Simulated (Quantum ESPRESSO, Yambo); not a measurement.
# P (puckered monolayer): G0W0 in Yambo against the bands

How does the gap of P (puckered monolayer) converge in the bands?

Main program and level: Yambo 5.3.0; PBE and many-body steps on it, plane waves.

## 1. Set-up

The cell holds 4 atoms: 4 P. Cell: a = 4.627 Å, b = 3.304 Å, c = 14.000 Å, α = 90.0°, β = 90.0°, γ = 90.0°. It derives from  ([{'formula': 'P', 'spacegroup': 64, 'source': 'prototype of the bulk crystal'}]). Vacuum lies along c.

As a file:

```
P
1.0
     4.62716    0.00000    0.00000
     0.00000    3.30435    0.00000
     0.00000    0.00000   14.00000
P
4
Direct
  0.08877 0.00000 0.57527
  0.41123 0.50000 0.57527
  0.58877 0.50000 0.42473
  0.91123 0.00000 0.42473
```

The structure was relaxed with PBE. The runs that relaxed it are not among those shown.

## 2. 23 bands

This step: Yambo 5.3.0; G0W0 on PBE, plane waves, norm-conserving pseudopotentials.

G0W0 replaces the xc potential by the self-energy, built once from these orbitals. Only a window of levels is corrected, while the sums run over the empty bands that the input names.

Input file gw1.in:

```
HF_and_locXC
gw0
dyson
ppa
em1d
rim_cut
rim_w
RandQpts= 3000000
RandGvec= 100 RL
CUTGeo= "slab z"
RandGvecW= 9 RL
EXXRLvcs= 36 Ry
VXCRLvcs= 144 Ry
Chimod= "HARTREE"
% BndsRnXp
 1 | 23 |
%
NGsBlkXp= 6 Ry
% LongDrXp
 1 | 1 | 0 |
%
% GbndRnge
 1 | 23 |
%
DysSolver= "n"
ExtendOut
PPAPntXp= 27.21138 eV
% QPkrange
 1 | 1 | 9 | 12 |
%
```

Run with:

```bash
$ OMP_NUM_THREADS=2 mpirun -n 4 yambo -F gw1.in -J gw1 -C gw1 > gw1.log
```

What it wrote:

```text
 Yambo, version 5.3.0

 [02] CORE Variables Setup
 =========================

  [... cell, symmetries and grids as in the set-up ...]

  [02.05] Energies & Occupations
  ==============================

  [X] === General ===
  [X] Electronic Temperature                        :  0.000000  0.000000 [eV K]
  [X] Bosonic    Temperature                        :  0.000000  0.000000 [eV K]
  [X] Finite Temperature mode                       : no
  [X] El. density                                   :  0.93433E+23 [cm-3]
  [X] Fermi Level                                   : -0.738122 [eV]

  [X] === Gaps and Widths ===
  [X] Conduction Band Min                           :  0.907578 [eV]
  [X] Valence Band Max                              :  0.000000 [eV]
  [X] Filled Bands                                  :  10
  [X] Empty Bands                                   :   11  235
  [X] Direct Gap                                    :  0.907578 [eV]
  [X] Direct Gap localized at k                     :  1
  [X] Indirect Gap                                  :  0.907578 [eV]
  [X] Indirect Gap between kpts                     :  1  1
  [X] Last valence band width                       :  1.926594 [eV]
  [X] 1st conduction band width                     :  1.900290 [eV]

 [03] Transferred momenta grid and indexing
 ==========================================

 IBZ Q-points                                      :  20
 BZ  Q-points                                      :   48

 K/Q-points units:
 rlu = crystal or reduced units; cc = cartesian coordinates; iku = interal k-units

 Q [ 1]         [rlu]:  0.000000  0.000000  0.000000
 Q [ 2]         [rlu]:  0.000000  0.125000  0.000000
 Q [ 3]         [rlu]:  0.000000  0.250000  0.000000
 Q [ 4]         [rlu]:  0.000000  0.375000  0.000000
 Q [ 5]         [rlu]:  0.000000 -0.500000  0.000000
 Q [ 6]         [rlu]:  0.166667  0.000000  0.000000
 Q [ 7]         [rlu]:  0.166667  0.125000  0.000000
 Q [ 8]         [rlu]:  0.166667  0.250000  0.000000
 Q [ 9]         [rlu]:  0.166667  0.375000  0.000000
 Q [10]         [rlu]:  0.166667 -0.500000  0.000000
     [... 8 further rows ...]
 Q [19]         [rlu]: -0.500000  0.375000  0.000000
 Q [20]         [rlu]: -0.500000 -0.500000  0.000000

 [04] Coloumb potential Random Integration (RIM)
 ===============================================

 Performing RIM of v_slab

  [04.01] RIM initialization
  ==========================

  * Diagonal components only detected *

  8 x (sBL volume)        :  0.028620 [a.u.]
  sBZ random points       :  3000000
  Points outside the sBZ  :  24001885
  RL volume               :  0.171717 [a.u.]
  Integrated volume       :  0.171704 [a.u.]

  [04.02] RIM integrals
  =====================

  Gamma point sphere radius             :  0.030967 [a.u.]
  Points outside the sphere             :  2398759
  [Int_sBZ(q=0) 1/q^2]*(Vol_sBZ)^(-1/3) =:  7.196484
                                 should be <:  7.795600

  Summary of Coulomb integrals for non-metallic bands |Q|[au] RIM/Bare

  Q [1] 0.100000E-4 0.923147 * Q [6] 0.119761 0.853887
  Q [2] 0.125778 0.886630 * Q [7] 0.173674 0.958504
  Q [11] 0.239522 0.986832 * Q [3] 0.251556 0.998334
  Q [12] 0.270538 0.999545 * Q [8] 0.278609 1.004599
  Q [13] 0.347349 1.009789 * Q [16] 0.359283 1.007172
  Q [4] 0.377334 1.011366 * Q [17] 0.380663 1.008523
  Q [9] 0.395883 1.011299 * Q [18] 0.438594 1.009436
  Q [14] 0.446936 1.010312 * Q [5] 0.503112 1.009160
  Q [10] 0.517170 1.008788 * Q [19] 0.521023 1.008359
  Q [15] 0.557219 1.007754 * Q [20] 0.618228 1.006359
  Non-periodic chartesian directions : none
  Optical renormalization            :  26.45617 [au]
  Polarizability dimension           : length

 [05] Coloumb potential CutOffslab
 =================================

 Cut directionsZ
 Slab Cutoff:Z
 Symmetry test passed : yes

 [WARNING] [Xp] User bands 1-23 break level degeneracy

 [06] Dipoles
 ============

  [06.01] Setup: observables and procedures
  =========================================

[...]
X Drude frequency                                :  0.000000  0.000000
  X poles                                          :  100.0000 [o/o]
  RL vectors in the sum                            :   6937
  [r,Vnl] included                                 : yes
  Field direction                                  :  0.707107E-5  0.707107E-5   0.00000
  BZ energy Double Grid                            : no
  BZ energy DbGd points                            : 0
  BZ Q point size factor                           : -1.000000
  X Optical Averaged directions                    : none

 [08] Local Exchange-Correlation + Non-Local Fock
 ================================================

 [VXC] Plane waves :   42135
 [EXS] Plane waves :   5277

 QP @ state[ 1 ] K range:  1  1
 QP @ state[ 1 ] b range:   9  12

 [xc] Functional : Perdew, Burke & Ernzerhof(X)+Perdew, Burke & Ernzerhof(C)
 [xc] LIBXC used to calculate xc functional
  PP Number of Atomic Species                      :  1
  NLCC RL compoments                               :   42135
  PP Number of Atomic Species                      :  1
  NLCC RL compoments                               :   42135

 [xc] E_xc :  -6.688395 [Ha]
      E_xc :  -13.37679 [Ry]

  Local XC kind (lXC) : Perdew, Burke & Ernzerhof(X)+Perdew, Burke & Ernzerhof(C)
  Non-Local XC kind (nlXC) : Hartree-Fock

  Corrections @ K [1] :  [eV]
 <9|nlXC|9> = -13.08593 -0.11670E-16 <9|lXC|9> = -10.56745 -0.18882E-15
 <10|nlXC|10> = -13.17088 -0.71801E-17 <10|lXC|10> = -11.64676 -0.23602E-16
 <11|nlXC|11> = -6.501177  0.11763E-17 <11|lXC|11> = -9.949238  0.94408E-16
 <12|nlXC|12> = -6.563205 -0.15730E-17 <12|lXC|12> = -10.94408  0.18882E-15

 [09] Dyson equation: Newton solver
 ==================================

  [09.01] RIM-W interpolation
  ===========================

  [WARNING] RIM-W works only for 2D semiconductors with slab cutoff
  Found compatible q grid: 2D
  q_min[ 1 ]:  0.166667  0.000000  0.000000 [rlu]
   0.166667  0.000000  0.000000 [iku]
  q_min[ 2 ]:  0.000000  0.125000  0.000000 [rlu]
   0.000000  0.125000  0.000000 [iku]
  G-vectors :   9
  G-vectors loaded:   83
  Number of interpolated frequencies:  2

  Evaluating coefficients q = 0
  Evaluating coefficients q = 0

  [09.02] RIM-W integrals
  =======================

  8 x (sBL volume)        :  0.028620 [a.u.]
  sBZ random points       :  3000000
  Points outside the sBZ  :  24001885
  RL volume               :  0.171717 [a.u.]
  Integrated volume       :  0.171704 [a.u.]

  [09.03] RIM integrals
  =====================

  Comparison between head Wc = W - v averages: < Wc > [au] RIM-W/RIM

   < -Wc [Q = 1] > 0.287126E-1 0.407610E-4 * < -Wc [Q = 2] > 0.005921 0.005819
   < -Wc [Q = 3] > 0.001332 0.001314 * < -Wc [Q = 4] > 0.487912E-3 0.483645E-3
   < -Wc [Q = 5] > 0.226163E-3 0.224884E-3 * < -Wc [Q = 6] > 0.006495 0.006431
   < -Wc [Q = 7] > 0.003166 0.003065 * < -Wc [Q = 8] > 0.001037 0.001019
   < -Wc [Q = 9] > 0.423932E-3 0.419765E-3 * < -Wc [Q = 10] > 0.205828E-3 0.204548E-3
   < -Wc [Q = 11] > 0.001505 0.001487 * < -Wc [Q = 12] > 0.001122 0.001104
   < -Wc [Q = 13] > 0.586019E-3 0.576893E-3 * < -Wc [Q = 14] > 0.294180E-3 0.290453E-3
   < -Wc [Q = 15] > 0.158569E-3 0.157275E-3 * < -Wc [Q = 16] > 0.554459E-3 0.549585E-3
   < -Wc [Q = 17] > 0.473276E-3 0.468913E-3 * < -Wc [Q = 18] > 0.314788E-3 0.311514E-3
   < -Wc [Q = 19] > 0.187018E-3 0.184774E-3 * < -Wc [Q = 20] > 0.110836E-3 0.109633E-3

  Comparison between head Wc = W - v averages: < Wc > [au] RIM-W/RIM

   < -Wc [G = 1,G`=0] > 0.287126E-1 0.407610E-4 * < -Wc [G = 2,G`=0] >-0.894593E-3  0.00000
   < -Wc [G = 3,G`=0] >-0.894592E-3  0.00000 * < -Wc [G = 4,G`=0] > 0.507360E-5  0.00000
   < -Wc [G = 5,G`=0] > 0.507362E-5  0.00000 * < -Wc [G = 6,G`=0] > 0.633428E-4  0.00000
   < -Wc [G = 7,G`=0] > 0.633425E-4  0.00000 * < -Wc [G = 8,G`=0] > 0.767185E-7  0.00000
   < -Wc [G = 9,G`=0] > 0.766651E-7  0.00000

 [10] G0W0 (W PPA)
 =================

 [  GW  ] Bands range     :   1  23
 [GW/PPA] G damping       :  0.100000 [eV]

 QP @ state[ 1 ] K range:  1  1
 QP @ state[ 1 ] b range:   9  12

  Sc/G bands                                       :   1  23
  Sc/G damping                                     :  0.100000 ev
  Sc bands terminator                              : no
  Sx RL components                                 :   5277

  QP @ state[ 1 ] K range                          :  1  1
  QP @ state[ 1 ] b range                          :   9  12
  GF energies kind                                 : Perdew, Burke & Ernzerhof(X)+Perdew, Burke & Ernzerhof(C)
  GF WF`s kind                                     : Perdew, Burke & Ernzerhof(X)+Perdew, Burke & Ernzerhof(C)
  Xs energies kind                                 : Perdew, Burke & Ernzerhof(X)+Perdew, Burke & Ernzerhof(C)
  Xs WF`s kind                                     : Perdew, Burke & Ernzerhof(X)+Perdew, Burke & Ernzerhof(C)

 [14] Game Over & Game summary
```

Run time: 56 s. Hardware: 4 MPI ranks of Arm Neoverse V2, shared host; peak memory 2.1 GiB; 4.7 min of CPU time.

Numbers from this step:

```
G0W0 gap on the points computed              : 2.032 eV
starting gap on the mesh                     : 0.9076 eV
k of the valence top                         : 0, 0, 0
k of the conduction bottom                   : 0, 0, 0
least direct G0W0 gap on the computed points : 2.032 eV
Z at the valence top                         : 0.7483
Z at the conduction bottom                   : 0.7583
```

The gap on the mesh goes from 0.91 eV to 2.03 eV, a correction of +1.12 eV.

## 3. 38 bands

gw2.in, as its differences from gw1.in of step 2:

```diff
@@ -15,3 +15,3 @@
 % BndsRnXp
- 1 | 23 |
+ 1 | 38 |
 %
@@ -22,3 +22,3 @@
 % GbndRnge
- 1 | 23 |
+ 1 | 38 |
 %
```

Run with:

```bash
$ OMP_NUM_THREADS=2 mpirun -n 4 yambo -F gw2.in -J gw2 -C gw2 > gw2.log
```

What it wrote:

```text
 Yambo, version 5.3.0

 [02] CORE Variables Setup
 =========================

  [... cell, symmetries and grids as in the set-up ...]

  [02.05] Energies & Occupations
  ==============================

  [X] === General ===
  [X] Electronic Temperature                        :  0.000000  0.000000 [eV K]
  [X] Bosonic    Temperature                        :  0.000000  0.000000 [eV K]
  [X] Finite Temperature mode                       : no
  [X] El. density                                   :  0.93433E+23 [cm-3]
  [X] Fermi Level                                   : -0.738122 [eV]

  [X] === Gaps and Widths ===
  [X] Conduction Band Min                           :  0.907578 [eV]
  [X] Valence Band Max                              :  0.000000 [eV]
  [X] Filled Bands                                  :  10
  [X] Empty Bands                                   :   11  235
  [X] Direct Gap                                    :  0.907578 [eV]
  [X] Direct Gap localized at k                     :  1
  [X] Indirect Gap                                  :  0.907578 [eV]
  [X] Indirect Gap between kpts                     :  1  1
  [X] Last valence band width                       :  1.926594 [eV]
  [X] 1st conduction band width                     :  1.900290 [eV]

 [03] Transferred momenta grid and indexing
 ==========================================

 IBZ Q-points                                      :  20
 BZ  Q-points                                      :   48

 K/Q-points units:
 rlu = crystal or reduced units; cc = cartesian coordinates; iku = interal k-units

 Q [ 1]         [rlu]:  0.000000  0.000000  0.000000
 Q [ 2]         [rlu]:  0.000000  0.125000  0.000000
 Q [ 3]         [rlu]:  0.000000  0.250000  0.000000
[...]
Points outside the sBZ  :  24001885
  RL volume               :  0.171717 [a.u.]
  Integrated volume       :  0.171704 [a.u.]

  [09.03] RIM integrals
  =====================

  Comparison between head Wc = W - v averages: < Wc > [au] RIM-W/RIM

   < -Wc [Q = 1] > 0.288782E-1 0.410411E-4 * < -Wc [Q = 2] > 0.005996 0.005897
   < -Wc [Q = 3] > 0.001358 0.001340 * < -Wc [Q = 4] > 0.501985E-3 0.497685E-3
   < -Wc [Q = 5] > 0.236316E-3 0.234992E-3 * < -Wc [Q = 6] > 0.006567 0.006503
[...]
< -Wc [Q = 17] > 0.487488E-3 0.483189E-3 * < -Wc [Q = 18] > 0.329035E-3 0.325942E-3
   < -Wc [Q = 19] > 0.201162E-3 0.199203E-3 * < -Wc [Q = 20] > 0.123100E-3 0.122099E-3

  Comparison between head Wc = W - v averages: < Wc > [au] RIM-W/RIM

   < -Wc [G = 1,G`=0] > 0.288782E-1 0.410411E-4 * < -Wc [G = 2,G`=0] >-0.875867E-3  0.00000
   < -Wc [G = 3,G`=0] >-0.875867E-3  0.00000 * < -Wc [G = 4,G`=0] >-0.204366E-5  0.00000
   < -Wc [G = 5,G`=0] >-0.204366E-5  0.00000 * < -Wc [G = 6,G`=0] > 0.708348E-4  0.00000
   < -Wc [G = 7,G`=0] > 0.708348E-4  0.00000 * < -Wc [G = 8,G`=0] >-0.49058E-11  0.0000
   < -Wc [G = 9,G`=0] >-0.49906E-11  0.0000

 [10] G0W0 (W PPA)
 =================

 [  GW  ] Bands range     :    1   38
 [GW/PPA] G damping       :  0.100000 [eV]

 QP @ state[ 1 ] K range:  1  1
 QP @ state[ 1 ] b range:   9  12

  Sc/G bands                                       :    1   38
  Sc/G damping                                     :  0.100000 ev
  Sc bands terminator                              : no
  Sx RL components                                 :   5277

  QP @ state[ 1 ] K range                          :  1  1
  QP @ state[ 1 ] b range                          :   9  12
  GF energies kind                                 : Perdew, Burke & Ernzerhof(X)+Perdew, Burke & Ernzerhof(C)
  GF WF`s kind                                     : Perdew, Burke & Ernzerhof(X)+Perdew, Burke & Ernzerhof(C)
  Xs energies kind                                 : Perdew, Burke & Ernzerhof(X)+Perdew, Burke & Ernzerhof(C)
  Xs WF`s kind                                     : Perdew, Burke & Ernzerhof(X)+Perdew, Burke & Ernzerhof(C)

 [14] Game Over & Game summary
```

The job ended after 65 s (4 MPI ranks; peak memory 2.1 GiB).

This step gave:

* G0W0 gap on the points computed: 1.970 eV
* starting gap on the mesh: 0.9076 eV
* k of the valence top: 0, 0, 0
* k of the conduction bottom: 0, 0, 0
* least direct G0W0 gap on the computed points: 1.970 eV
* Z at the valence top: 0.7442
* Z at the conduction bottom: 0.7548

Against the run before, the gap moves by −0.062 eV.

## 4. 67 bands

gw3.in, as its differences from gw2.in of step 3:

```diff
@@ -15,3 +15,3 @@
 % BndsRnXp
- 1 | 38 |
+ 1 | 67 |
 %
@@ -22,3 +22,3 @@
 % GbndRnge
- 1 | 38 |
+ 1 | 67 |
 %
```

Run with:

```bash
$ OMP_NUM_THREADS=2 mpirun -n 4 yambo -F gw3.in -J gw3 -C gw3 > gw3.log
```

What it wrote:

```text
 Yambo, version 5.3.0

 [02] CORE Variables Setup
 =========================

  [... cell, symmetries and grids as in the set-up ...]

  [02.05] Energies & Occupations
  ==============================

  [X] === General ===
  [X] Electronic Temperature                        :  0.000000  0.000000 [eV K]
  [X] Bosonic    Temperature                        :  0.000000  0.000000 [eV K]
  [X] Finite Temperature mode                       : no
  [X] El. density                                   :  0.93433E+23 [cm-3]
[...]
Sc bands terminator                              : no
  Sx RL components                                 :   5277

  QP @ state[ 1 ] K range                          :  1  1
  QP @ state[ 1 ] b range                          :   9  12
  GF energies kind                                 : Perdew, Burke & Ernzerhof(X)+Perdew, Burke & Ernzerhof(C)
  GF WF`s kind                                     : Perdew, Burke & Ernzerhof(X)+Perdew, Burke & Ernzerhof(C)
  Xs energies kind                                 : Perdew, Burke & Ernzerhof(X)+Perdew, Burke & Ernzerhof(C)
  Xs WF`s kind                                     : Perdew, Burke & Ernzerhof(X)+Perdew, Burke & Ernzerhof(C)

 [14] Game Over & Game summary
```

Elapsed: 86 s, on 4 MPI ranks; peak memory 2.1 GiB.

Numbers from this step:

```
G0W0 gap on the points computed              : 1.951 eV
starting gap on the mesh                     : 0.9076 eV
k of the valence top                         : 0, 0, 0
k of the conduction bottom                   : 0, 0, 0
least direct G0W0 gap on the computed points : 1.951 eV
```

Against the run before, the gap moves by −0.019 eV.

(Continued in part 2 of 2.)

[Paths, hosts, dates, memory and timing lines, banners, echoed tables and standing remarks are left out of the program output.]

[Logs are printed without paths, hosts, clocks, repeated set-up lines and the standing remarks that a program may print on its own settings, such as how far it seeks lower states.]

[Runs of the session that timed out or met a known fault of the program may be left out.]

[Hosts, paths, dates, database ids (printed as entryN), source tags and the programs' standing remarks are cut or masked in the printed files.]
